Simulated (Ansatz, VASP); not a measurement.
**One calculation of RbBr, two programs**

```xyz
2
Lattice="4.1788 0.0000 0.0000 0.0000 4.1788 0.0000 0.0000 0.0000 4.0702" Properties=species:S:1:pos:R:3 pbc="T T T"
Rb   -0.3317    0.0000    0.0000
Br    2.4442    2.0894    2.0351
```

Change from the starting cell: mode 4 frozen in at -0.346 Å, equal normal strain along x and y +0.0267.

Alike in both runs: task single point; functional PBEsol; k mesh 6 × 6 × 6; occupations gaussian, width 0.05 eV; no spin polarisation.

```csv
,VASP,Ansatz
version,VASP 6.6.1,Ansatz 0.2.0
potentials or method,"VASP PAW PBE potentials, release 64 (Rb_sv, Br)","scalar-relativistic, plane waves, PAW"
plane-wave cutoff (eV),520,420
valence electrons in the cell,16,16
```

Ansatz gave:

- gap on the k mesh at the Fermi level (eV): 3.99
- least direct gap on the mesh (eV): 4.03
- pressure (GPa): 1.4
- largest component of the traceless stress (GPa): 0.88
- rms of the force components (eV/Å): 0.275

Problem. Which values does VASP return?

Solution. gap on the k mesh at the Fermi level (eV): 3.98; least direct gap on the mesh (eV): 4.02; pressure (GPa): 1.4; largest component of the traceless stress (GPa): 0.90; rms of the force components (eV/Å): 0.280.

Atom by atom the forces differ by 0.005 eV/Å (rms over components).

Caveats: the PAW data sets were made with another functional, which shifts forces and pressure a little (VASP). A k mesh can miss the band edges.
